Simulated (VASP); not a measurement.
# Hg (I4/mmm) in VASP: further runs, part 2 of 2

VASP 6.6.1. The steps go on from the part before.

### Step 3. Single point, PBEsol

run.py

```python
from ase.calculators.vasp import Vasp
from ase.dft.bandgap import bandgap
from ase.io import read

atoms = read('POSCAR')
calc = Vasp(
    directory='calc',
    xc='pbesol',
    pp='PBE',
    setups='minimal',
    prec='Accurate',
    encut=500,
    ediff=1e-07,
    ismear=0,
    sigma=0.1,
    lreal=False,
    lasph=True,
    nelm=100,
    algo='Normal',
    isif=2,
    lwave=False,
    lcharg=False,
    kpts=[10, 10, 10],
    gamma=True,
)
atoms.calc = calc

print('energy (eV):', atoms.get_potential_energy())
print('free energy (eV):', atoms.get_potential_energy(force_consistent=True))
print('forces (eV/A):')
print(atoms.get_forces())
print('stress (eV/A^3, Voigt):', atoms.get_stress())
print('Fermi level (eV):', calc.get_fermi_level())
gap, top, bottom = bandgap(calc)
print('band gap (eV):', gap, 'from (spin, k, band)', top, 'to', bottom)
```

POSCAR

```
Hg
1.0
   -1.8767364354      1.8767364354      1.9168448550
    1.8767364354     -1.8767364354      1.9168448550
    1.8767364354      1.8767364354     -1.9168448550
Hg
1
Direct
    0.5000000000      0.5000000000      0.0000000000
```

Potentials or basis: VASP PAW PBE potentials, release 64 (Hg).

Launch:

```bash
$ python run.py
```

The program printed:

```text
energy (eV): -0.52658025
free energy (eV): -0.52741754
forces (eV/A):
[[ 0. -0.  0.]]
stress (eV/A^3, Voigt): [ 0.01448063  0.01448063  0.01274421  0.         -0.         -0.        ]
Fermi level (eV): 1.48340017
band gap (eV): 0.0 from (spin, k, band) (None, None, None) to (None, None, None)
```

OUTCAR:

```text
ENCUT = 500.000000
   EDIFF = 1.00e-07
   GGA = PS
   PREC = Accurate
   ISIF = 2
   ISMEAR = 0
   NELM = 100
   LASPH = .TRUE.
   LREAL = .FALSE.

 ion  position               nearest neighbor table
   1  0.500  0.500  0.000-

  LATTYP: Found a body centered tetragonal cell.
 ALAT       =     3.7534728708
 C/A-ratio  =     1.0213713651

  Lattice vectors:

 A1 = (  -1.8767364354,   1.8767364354,   1.9168448550)
 A2 = (   1.8767364354,  -1.8767364354,   1.9168448550)
 A3 = (   1.8767364354,   1.8767364354,  -1.9168448550)

Analysis of symmetry for initial positions (statically):
=====================================================================
 Subroutine PRICEL returns:
 Original cell was already a primitive cell.

 Routine SETGRP: Setting up the symmetry group for a
 body centered tetragonal supercell.

 Subroutine GETGRP returns: Found 16 space group operations
 (whereof 16 operations were pure point group operations)
 out of a pool of 16 trial point group operations.

The static configuration has the point symmetry D_4h.

Analysis of symmetry for dynamics (positions and initial velocities):
=====================================================================
 Subroutine PRICEL returns:
 Original cell was already a primitive cell.

 Routine SETGRP: Setting up the symmetry group for a
 body centered tetragonal supercell.

 Subroutine GETGRP returns: Found 16 space group operations
 (whereof 16 operations were pure point group operations)
 out of a pool of 16 trial point group operations.

The dynamic configuration has the point symmetry D_4h.

 Subroutine INISYM returns: Found 16 space group operations
 (whereof 16 operations are pure point group operations),
 and found     1 'primitive' translations

----------------------------------------------------------------------------------------

                                     Primitive cell

  volume of cell :      27.0056

  direct lattice vectors                    reciprocal lattice vectors
    -1.876736435  1.876736435  1.916844855     0.000000000  0.266419935  0.260845315
     1.876736435 -1.876736435  1.916844855     0.266419935  0.000000000  0.260845315
     1.876736435  1.876736435 -1.916844855     0.266419935  0.266419935  0.000000000

  length of vectors
     3.273923257  3.273923257  3.273923257     0.372853672  0.372853672  0.376774686

  position of ions in fractional coordinates (direct lattice)
     0.500000000  0.500000000  0.000000000

  ion indices of the primitive-cell ions
   primitive index   ion index
                 1           1

[... 72 lines left out ...]
   LREAL  =      F    real-space projection
   EDIFFG = 0.1E-05   stopping-criterion for IOM
   NSW    =      0    number of steps for IOM
   IBRION =     -1    ionic relax: 0-MD 1-quasi-New 2-CG
   NFREE  =      0    steps in history (QN), initial steepest desc. (CG)
   ISIF   =      2    stress and relaxation
   ISYM   =      2    0-nonsym 1-usesym 2-fastsym
   POTIM  = 0.5000    time-step for ionic-motion
   TEBEG  =    0.0;   TEEND  =   0.0 temperature during run
   PSTRESS=    0.0 pullay stress
   NELECT =      12.0000    total number of electrons
   NUPDOWN=      -1.0000    fix difference up-down
   EMIN   =  10.00;   EMAX   =-10.00  energy-range for DOS
   EFERMI =   0.00;   METHOD = LEGACY
   ISMEAR =     0;   SIGMA  =   0.10  broadening in eV -4-tet -1-fermi 0-gaus
   EFERMI_NEDOS =   21; number of points for ismear=-14 and -15
   IALGO  =     38    algorithm
   IMIX   =      4    mixing-type and parameters
     AMIX     =   0.40;   BMIX     =  1.00
     AMIX_MAG =   1.60;   BMIX_MAG =  1.00
  volume/ion in A,a.u.               =      27.01       182.24
  Fermi-wavevector in a.u.,A,eV,Ry     =   1.249254  2.360748 21.233735  1.560635
  Thomas-Fermi vector in A             =   2.383303
   LORBIT       =      0    0 simple, 1 ext, 2 COOP (PROOUT), +10 PAW based schemes
   GGA     = PS    functional components
   LHFCALC =     F    Hartree Fock is set to
   AEXX    =    0.0000 exact exchange contribution
   IVDW    =     0    specifies the selected vdW correction
   LEPSILON=     F    determine dielectric tensor
   LRPA    =     F    only Hartree local field effects (RPA)
 non-spin polarized calculation
 Gauss-broadening in eV      SIGMA  =   0.10
  energy-cutoff  :      500.00
  volume of cell :       27.01
 maximum number of plane-waves:       697
   NGX = 11   NGY = 11   NGZ = 11

 number of electron      11.9999998 magnetization

 Free energy of the ion-electron system (eV)
  ---------------------------------------------------
  ext. energy  EPLUGINS =         0.00000000
  ---------------------------------------------------
  free energy    TOTEN  =        -0.52741754 eV

  energy without entropy =       -0.52574297  energy(sigma->0) =       -0.52658025

 E-fermi :   1.4834     XC(G=0): -10.3207

 val. band max:        1.4027040457   @ k =  -0.4000   0.4000   0.4000
 cond. band min:       1.4869883036   @ k =  -0.4000   0.5000   0.3000
 fundamental gap:      0.0842842578
 Fermi energy:         1.4834001658

 k-point     1 :       0.0000    0.0000    0.0000
  band No.  band energies     occupation
      1      -6.4893      2.00000
      2      -5.1076      2.00000
      3      -5.1076      2.00000
      4      -5.0616      2.00000
      5      -4.4239      2.00000
      6      -4.3750      2.00000
      7      15.9335      0.00000
      8      16.0255      0.00000
      9      16.0255      0.00000
     10      16.0490      0.00000
[... 287 lines left out ...]
 k-point    24 :       0.4000    0.3000    0.0000
  band No.  band energies     occupation
      1      -5.4702      2.00000
      2      -5.0243      2.00000
      3      -4.7739      2.00000
      4      -4.4018      2.00000
      5      -4.2640      2.00000
      6       0.2776      2.00000
      7       3.0862      0.00000
      8       4.6252      0.00000
      9      10.7225      0.00000
     10      17.2999      0.00000

 [... further k-points ...]
[... 5 lines left out ...]
  --------------------------------------------------------------------------------------
  -------------------------------------------------------------------------------------
  Total       -0.3910577     -0.3910577     -0.3441646      0.0000000      0.0000000      0.0000000
  in kB      -23.2005276    -23.2005276    -20.4184724      0.0000000      0.0000000      0.0000000
  external PRESSURE =     -22.2731758 kB  Pullay stress =       0.0000000 kB

 VOLUME and BASIS-vectors are now :
 -----------------------------------------------------------------------------
  energy-cutoff  :      500.00
  volume of cell :       27.01
      direct lattice vectors                 reciprocal lattice vectors
    -1.876736435  1.876736435  1.916844855     0.000000000  0.266419935  0.260845315
     1.876736435 -1.876736435  1.916844855     0.266419935  0.000000000  0.260845315
     1.876736435  1.876736435 -1.916844855     0.266419935  0.266419935  0.000000000

 POSITION                                       TOTAL-FORCE (eV/Angst)
 -----------------------------------------------------------------------------------
      0.00000      0.00000      1.91684         0.000000     -0.000000      0.000000
 -----------------------------------------------------------------------------------
    total drift:                               -0.000000      0.000000      0.000000

  FREE ENERGIE OF THE ION-ELECTRON SYSTEM (eV)
  ---------------------------------------------------
  free  energy   TOTEN  =        -0.5274175401 eV

  energy  without entropy=       -0.5257429692  energy(sigma->0) =       -0.52658025
```

INCAR:

```text
ENCUT = 500.000000
SIGMA = 0.100000
EDIFF = 1.00e-07
ALGO = Normal
GGA = PS
PREC = Accurate
ISIF = 2
ISMEAR = 0
NELM = 100
LASPH = .TRUE.
LCHARG = .FALSE.
LWAVE = .FALSE.
LREAL = .FALSE.
```

Run time: 16 s. Hardware: 1 thread of Intel Xeon Platinum 8375C at 2.90GHz (Ice Lake), shared host; peak memory 0.15 GiB.

Results:

* Free energy: -0.5274 eV
* Pressure: -2.2 GPa
* Band gap on the k mesh: none (metal or under the smearing width)

Caveat: the PAW data sets were made with another functional, which shifts forces and pressure a little. The run has no spin-orbit coupling, so splittings on Hg are missing.
